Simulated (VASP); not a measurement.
# SiC (Moissanite 3C) (F-43m) in VASP: notebook

One crystal, SiC (Moissanite 3C), is run at these levels: PBE, PBEsol, r2SCAN, LDA; tasks: relaxation of cell and atoms.

Program: VASP 6.6.1. These are calculated values, not measurements. Logs are shortened: lines on timing, memory, paths and dates and some standing lists are left out, and cuts for length are marked.

## (1) The structure

Symmetry: F-43m, No. 216, cubic system. Conventional cell: a = 4.358 Å, b = 4.358 Å, c = 4.358 Å, α = 90.00°, β = 90.00°, γ = 90.00°. Around Si (site symmetry -43m) lie 4 C at 1.89 Å. C (site symmetry -43m) is surrounded by 4 Si at 1.89 Å.

## (2) Relaxation of cell and atoms, PBE

INCAR

```
  PREC = Accurate
  ENCUT = 600
  EDIFF = 1E-6
  ISMEAR = -1
  SIGMA = 0.05
  LREAL = F
  LASPH = T
  NELM = 80
  ALGO = Normal
  ISIF = 3
  LWAVE = F
  LCHARG = F
  GGA = PE
  IBRION = 2
  NSW = 40
  EDIFFG = -0.01
```

KPOINTS

```
regular mesh
0
Gamma
  13 13 13
```

POSCAR

```
SiC
1.0
    0.0000000000      2.1790000000      2.1790000000
    2.1790000000      0.0000000000      2.1790000000
    2.1790000000      2.1790000000      0.0000000000
Si C
1 1
Direct
    0.0000000000      0.0000000000      0.0000000000
    0.2500000000      0.2500000000      0.2500000000
```

Potentials or basis: VASP PAW PBE potentials, release 64 (Si, C).

Started as:

```sh
$ cat potpaw_PBE.64/Si/POTCAR potpaw_PBE.64/C/POTCAR > POTCAR
$ mpirun -np 1 vasp_std > vasp.out
```

OUTCAR:

```text
PREC = Accurate
   ENCUT = 600
   EDIFF = 1E-6
   ISMEAR = -1
   LREAL = F
   LASPH = T
   NELM = 80
   ISIF = 3
   GGA = PE
   IBRION = 2
   NSW = 40
   EDIFFG = -0.01

 ion  position               nearest neighbor table
   1  0.000  0.000  0.000-   2 1.89   2 1.89   2 1.89   2 1.89
   2  0.250  0.250  0.250-   1 1.89   1 1.89   1 1.89   1 1.89

  LATTYP: Found a face centered cubic cell.
 ALAT       =     4.3580000000

  Lattice vectors:

 A1 = (   0.0000000000,   2.1790000000,   2.1790000000)
 A2 = (   2.1790000000,   0.0000000000,   2.1790000000)
 A3 = (   2.1790000000,   2.1790000000,   0.0000000000)

Analysis of symmetry for initial positions (statically):
=====================================================================
 Subroutine PRICEL returns:
 Original cell was already a primitive cell.

 Routine SETGRP: Setting up the symmetry group for a
 face centered cubic supercell.

 Subroutine GETGRP returns: Found 24 space group operations
 (whereof 24 operations were pure point group operations)
 out of a pool of 48 trial point group operations.

The static configuration has the point symmetry T_d .

Analysis of symmetry for dynamics (positions and initial velocities):
=====================================================================
 Subroutine PRICEL returns:
 Original cell was already a primitive cell.

 Routine SETGRP: Setting up the symmetry group for a
 face centered cubic supercell.

 Subroutine GETGRP returns: Found 24 space group operations
 (whereof 24 operations were pure point group operations)
 out of a pool of 48 trial point group operations.

The dynamic configuration has the point symmetry T_d .

 Subroutine INISYM returns: Found 24 space group operations
 (whereof 24 operations are pure point group operations),
 and found     1 'primitive' translations

----------------------------------------------------------------------------------------

                                     Primitive cell

  volume of cell :      20.6920

  direct lattice vectors                    reciprocal lattice vectors
     0.000000000  2.179000000  2.179000000    -0.229463056  0.229463056  0.229463056
     2.179000000  0.000000000  2.179000000     0.229463056 -0.229463056  0.229463056
     2.179000000  2.179000000  0.000000000     0.229463056  0.229463056 -0.229463056

  length of vectors
     3.081571352  3.081571352  3.081571352     0.397441672  0.397441672  0.397441672

  position of ions in fractional coordinates (direct lattice)
     0.000000000  0.000000000  0.000000000
     0.250000000  0.250000000  0.250000000
[... 96 lines left out ...]
     AMIX     =   0.40;   BMIX     =  1.00
     AMIX_MAG =   1.60;   BMIX_MAG =  1.00
  volume/ion in A,a.u.               =      10.35        69.82
  Fermi-wavevector in a.u.,A,eV,Ry     =   1.192626  2.253736 19.352338  1.422357
  Thomas-Fermi vector in A             =   2.328660
   LORBIT       =      0    0 simple, 1 ext, 2 COOP (PROOUT), +10 PAW based schemes
   GGA     = PE    functional components
   LHFCALC =     F    Hartree Fock is set to
   AEXX    =    0.0000 exact exchange contribution
   IVDW    =     0    specifies the selected vdW correction
   LEPSILON=     F    determine dielectric tensor
   LRPA    =     F    only Hartree local field effects (RPA)
 conjugate gradient relaxation of ions
 non-spin polarized calculation
  energy-cutoff  :      600.00
  volume of cell :       20.69
 maximum number of plane-waves:       702
 NGX is ok and might be reduce to    28
   NGX = 13   NGY = 13   NGZ = 13

--------------------------------------- Ionic step        1  -------------------------------------------

 number of electron       8.0000000 magnetization

 Free energy of the ion-electron system (eV)
  ---------------------------------------------------
  ext. energy  EPLUGINS =         0.00000000
  ---------------------------------------------------
  free energy    TOTEN  =       -15.05926285 eV

  energy without entropy =      -15.05926285  energy(sigma->0) =      -15.05926285

------------------------ aborting loop because EDIFF is reached ----------------------------------------

  FORCE on cell =-STRESS in cart. coord.  units (eV):
  Direction    XX          YY          ZZ          XY          YZ          ZX
  --------------------------------------------------------------------------------------
  -------------------------------------------------------------------------------------
  Total        0.3978029      0.3978029      0.3978029     -0.0000000      0.0000000      0.0000000
  in kB       30.8018511     30.8018511     30.8018511     -0.0000000      0.0000000      0.0000000
  external PRESSURE =      30.8018511 kB  Pullay stress =       0.0000000 kB
[... 59 lines left out ...]
--------------------------------------- Ionic step        3  -------------------------------------------

 number of electron       8.0000000 magnetization

 Free energy of the ion-electron system (eV)
  ---------------------------------------------------
  ext. energy  EPLUGINS =         0.00000000
  ---------------------------------------------------
  free energy    TOTEN  =       -15.06203119 eV

  energy without entropy =      -15.06203118  energy(sigma->0) =      -15.06203118

 E-fermi :   8.6862     XC(G=0): -11.2948

 val. band max:        7.9489477123   @ k =   0.0000   0.0000   0.0000
 cond. band min:       9.3881831972   @ k =   0.4615   0.4615   0.0000
 fundamental gap:      1.4392354849
 Fermi energy:         8.6861841529

 k-point     1 :       0.0000    0.0000    0.0000
  band No.  band energies     occupation
      1      -7.3441      2.00000
      2       7.9489      2.00000
      3       7.9489      2.00000
      4       7.9489      2.00000
      5      14.0179      0.00000
      6      15.1601      0.00000
      7      15.1601      0.00000
      8      15.1601      0.00000
[... 243 lines left out ...]
 k-point    24 :       0.4615    0.1538    0.0000
  band No.  band energies     occupation
      1      -4.0699      2.00000
      2       0.6526      2.00000
      3       5.5651      2.00000
      4       6.2381      2.00000
      5      12.8623      0.00000
      6      15.5520      0.00000
      7      16.6976      0.00000
      8      18.0924      0.00000

 [... further k-points ...]

------------------------ aborting loop because EDIFF is reached ----------------------------------------

  FORCE on cell =-STRESS in cart. coord.  units (eV):
  Direction    XX          YY          ZZ          XY          YZ          ZX
  --------------------------------------------------------------------------------------
  -------------------------------------------------------------------------------------
  Total        0.0009554      0.0009554      0.0009554      0.0000000      0.0000000      0.0000000
  in kB        0.0729453      0.0729453      0.0729453      0.0000000      0.0000000      0.0000000
  external PRESSURE =       0.0729453 kB  Pullay stress =       0.0000000 kB
[... 17 lines left out ...]
  FREE ENERGIE OF THE ION-ELECTRON SYSTEM (eV)
  ---------------------------------------------------
  free  energy   TOTEN  =       -15.0620311871 eV

  energy  without entropy=      -15.0620311800  energy(sigma->0) =      -15.06203118

 reached required accuracy - stopping structural energy minimisation
```

CONTCAR:

```text
SiC
   1.00000000000000
     0.0000000000000000    2.1892402950077043    2.1892402950077043
     2.1892402950077043    0.0000000000000000    2.1892402950077043
     2.1892402950077043    2.1892402950077043    0.0000000000000000
  Si              C
     1     1
Direct
     0.0000000000000000    0.0000000000000000    0.0000000000000000
     0.2500000000000000    0.2500000000000000    0.2500000000000000

  0.00000000E+00  0.00000000E+00  0.00000000E+00
  0.00000000E+00  0.00000000E+00  0.00000000E+00
```

It took 23 s on 1 thread of Intel Xeon 6975P-C (Granite Rapids), shared host; peak memory 0.16 GiB.

What came out:

- Free energy: -15.0620 eV
- Relaxed volume: 10.49 Å³/atom
- Relaxed cell: a = 3.096 Å, b = 3.096 Å, c = 3.096 Å, α = 60.00°, β = 60.00°, γ = 60.00°
- Space group after relaxing (to 0.05 Å): F-43m (No. 216)
- Energy gained by relaxing: 1.4 meV/atom
- Ionic steps: 3
- Pressure after relaxing: 0.0 GPa
- Band gap on the k mesh: 1.44 eV, indirect (least direct gap 4.57 eV)

Step by step:
| step | energy change (eV) | largest force (eV/Å) | pressure (GPa) | volume (Å³) |
| --- | --- | --- | --- | --- |
| 1 | 0.0000 | 0.0000 | 3.08 | 20.69 |
| 2 | 0.0002 | 0.0000 | -3.00 | 21.29 |
| 3 | -0.0028 | 0.0000 | 0.01 | 20.99 |

Final structure:
```
Si C
1.0
     0.00000    2.18924    2.18924
     2.18924    0.00000    2.18924
     2.18924    2.18924    0.00000
Si C
1 1
Direct
  0.00000 0.00000 0.00000
  0.25000 0.25000 0.25000
```

Caveat: an odd mesh through Γ misses points on the zone boundary, where band edges often lie. Zero-point motion and thermal expansion aren't in these numbers.

## (3) Relaxation of cell and atoms, PBEsol

INCAR

```
SYSTEM = SiC
PREC = Accurate ; ENCUT = 600
EDIFF = 1E-6 ; ISMEAR = -1
SIGMA = 0.05 ; LREAL = .FALSE.
LASPH = .TRUE. ; NELM = 60
ALGO = Normal ; ISIF = 3
LWAVE = .FALSE. ; LCHARG = .FALSE.
GGA = PS ; IBRION = 2
NSW = 40 ; EDIFFG = -0.01
```

KPOINTS

```
regular mesh
0
G
  13 13 13
  0 0 0
```

POSCAR is that of step 2.

Potentials or basis: VASP PAW PBE potentials, release 64 (Si, C).

Started as:

```sh
$ cat potpaw_PBE.64/Si/POTCAR potpaw_PBE.64/C/POTCAR > POTCAR
$ mpirun -np 1 vasp_std > vasp.out
```

Wall time 22 s (1 thread of Intel Xeon Platinum 8259CL at 2.50GHz (Skylake/Cascade Lake), shared host); peak memory 0.16 GiB.

The run converged. Its results:

- Free energy: -15.9163 eV
- Pressure after relaxing: 0.0 GPa
- Band gap on the k mesh: 1.30 eV, indirect (least direct gap 4.48 eV)

Final structure:
```xyz
2
Lattice="0.0000 2.1790 2.1790 2.1790 0.0000 2.1790 2.1790 2.1790 0.0000" Properties=species:S:1:pos:R:3 pbc="T T T"
Si    0.0000    0.0000    0.0000
C     1.0895    1.0895    1.0895
```

Levels at points of the mesh, in eV from the valence-band top:
| k point | band 1 | band 2 | band 3 | band 4 | band 5 | band 6 | band 7 | band 8 |
| --- | --- | --- | --- | --- | --- | --- | --- | --- |
| (0.00, 0.00, 0.00) | -15.42 | 0.00 | 0.00 | 0.00 | 6.19 | 7.24 | 7.24 | 7.24 |

Caveat: the relaxation stopped at its first step, so nothing moved; the PAW data sets were made with another functional, which shifts forces and pressure a little; an odd mesh through Γ misses points on the zone boundary, where band edges often lie.

## (4) Relaxation of cell and atoms, r2SCAN

INCAR

```
SYSTEM = SiC
PREC = Accurate
ENCUT = 600
EDIFF = 1E-6
ISMEAR = -1
SIGMA = 0.05
LREAL = .False.
LASPH = .True.
NELM = 60
ALGO = Normal
ISIF = 3
LWAVE = .False.
LCHARG = .False.
METAGGA = R2SCAN
LMIXTAU = .True.
IBRION = 2
NSW = 60
EDIFFG = -0.02
```

KPOINTS

```
Automatic mesh
0
Gamma
  13 13 13
  0 0 0
```

POSCAR is that of step 3.

Started as:

```sh
$ cat potpaw_PBE.64/Si/POTCAR potpaw_PBE.64/C/POTCAR > POTCAR
$ mpirun -np 1 vasp_std > vasp.out
```

Run time: 2.4 min. Hardware: 1 thread of AMD EPYC 9R45 (Zen 5), shared host; peak memory 0.13 GiB.

The run converged. Its results:

| Item | Value |
| --- | --- |
| Free energy | -19.3291 eV |
| Relaxed volume | 10.32 Å³/atom |
| Relaxed cell | a = 3.079 Å, b = 3.079 Å, c = 3.079 Å, α = 60.00°, β = 60.00°, γ = 60.00° |
| Space group after relaxing (to 0.05 Å) | F-43m (No. 216) |
| Energy gained by relaxing | 0.1 meV/atom |
| Ionic steps | 3 |
| Pressure after relaxing | 0.0 GPa |
| Band gap on the k mesh | 1.80 eV, indirect (least direct gap 5.10 eV) |

Step by step:
| step | energy change (eV) | largest force (eV/Å) | pressure (GPa) | volume (Å³) |
| --- | --- | --- | --- | --- |
| 1 | 0.0000 | 0.0000 | -0.61 | 20.69 |
| 2 | 0.0000 | 0.0000 | 0.68 | 20.57 |
| 3 | -0.0001 | 0.0000 | -0.01 | 20.64 |

Final structure:
```xyz
2
Lattice="0.0000 2.1770 2.1770 2.1770 0.0000 2.1770 2.1770 2.1770 0.0000" Properties=species:S:1:pos:R:3 pbc="T T T"
Si    0.0000    0.0000    0.0000
C     1.0885    1.0885    1.0885
```

Levels at points of the mesh, in eV from the valence-band top:
```
           k point  band 1  band 2  band 3  band 4  band 5  band 6  band 7  band 8
(0.00, 0.00, 0.00)  -16.20    0.00    0.00    0.00    6.87    7.87    7.87    7.87
```

Caveat: the PAW data sets were made with another functional, which shifts forces and pressure a little; an odd mesh through Γ misses points on the zone boundary, where band edges often lie.

## (5) Relaxation of cell and atoms, LDA

INCAR

```
PREC = Accurate
ENCUT = 600
EDIFF = 1E-7
ISMEAR = -1
SIGMA = 0.05
LREAL = F
LASPH = T
NELM = 100
ALGO = Fast
ISIF = 3
LWAVE = F
LCHARG = F
IBRION = 2
NSW = 60
EDIFFG = -0.005
```

KPOINTS

```
regular mesh
0
Gamma
  13 13 13
```

POSCAR is that of step 4.

Potentials or basis: VASP PAW LDA potentials, release 64 (Si, C).

Started as:

```sh
$ cat potpaw_LDA.64/Si/POTCAR potpaw_LDA.64/C/POTCAR > POTCAR
$ mpirun -np 1 vasp_std > vasp.out
```

Run time: 34 s. Hardware: 1 thread of AMD EPYC 9R45 (Zen 5), shared host; peak memory 0.12 GiB.

Results (log left out):

```
Free energy                            : -16.6453 eV
Relaxed volume                         : 10.15 Å³/atom
Relaxed cell                           : a = 3.062 Å, b = 3.062 Å, c = 3.062 Å, α = 60.00°, β = 60.00°, γ = 60.00°
Space group after relaxing (to 0.05 Å) : F-43m (No. 216)
Energy gained by relaxing              : 2.6 meV/atom
Ionic steps                            : 3
Pressure after relaxing                : 0.0 GPa
Band gap on the k mesh                 : 1.36 eV, indirect (least direct gap 4.56 eV)
```

Step by step:
| step | energy change (eV) | largest force (eV/Å) | pressure (GPa) | volume (Å³) |
| --- | --- | --- | --- | --- |
| 1 | 0.0000 | 0.0000 | -4.19 | 20.69 |
| 2 | 0.0009 | 0.0000 | 4.84 | 19.89 |
| 3 | -0.0052 | 0.0000 | -0.02 | 20.30 |

Final structure:
```
Si C
1.0
     0.00000    2.16528    2.16528
     2.16528    0.00000    2.16528
     2.16528    2.16528    0.00000
Si C
1 1
Direct
  0.00000 0.00000 0.00000
  0.25000 0.25000 0.25000
```

Levels at points of the mesh, in eV from the valence-band top:
```tsv
k point	band 1	band 2	band 3	band 4	band 5	band 6	band 7	band 8
(0.00, 0.00, 0.00)	-15.46	0.00	0.00	0.00	6.52	7.32	7.32	7.32
```

Caveat: an odd mesh through Γ misses points on the zone boundary, where band edges often lie.

## (6) Overview

| level | potentials or basis | gap on the mesh (eV) | pressure (GPa) | relaxed volume (Å³/atom) |
| --- | --- | --- | --- | --- |
| PBE | VASP PAW PBE potentials, release 64 (Si, C) | 1.44 | 0.0 | 10.49 |
| PBEsol | VASP PAW PBE potentials, release 64 (Si, C) | 1.30 | 0.0 | - |
| r2SCAN | VASP PAW PBE potentials, release 64 (Si, C) | 1.80 | 0.0 | 10.32 |
| LDA | VASP PAW LDA potentials, release 64 (Si, C) | 1.36 | 0.0 | 10.15 |

Alike in all rows: task relaxation of cell and atoms; no spin polarisation; cell relaxed; k mesh 13 × 13 × 13; cutoff (eV) 600; smearing fermi-dirac 0.05 eV.

Caveats: an odd mesh through Γ misses points on the zone boundary, where band edges often lie; the PAW data sets were made with another functional, which shifts forces and pressure a little (some runs); the relaxation stopped at its first step, so nothing moved (some runs).

Absolute energies hang on the potentials; compare differences alone.
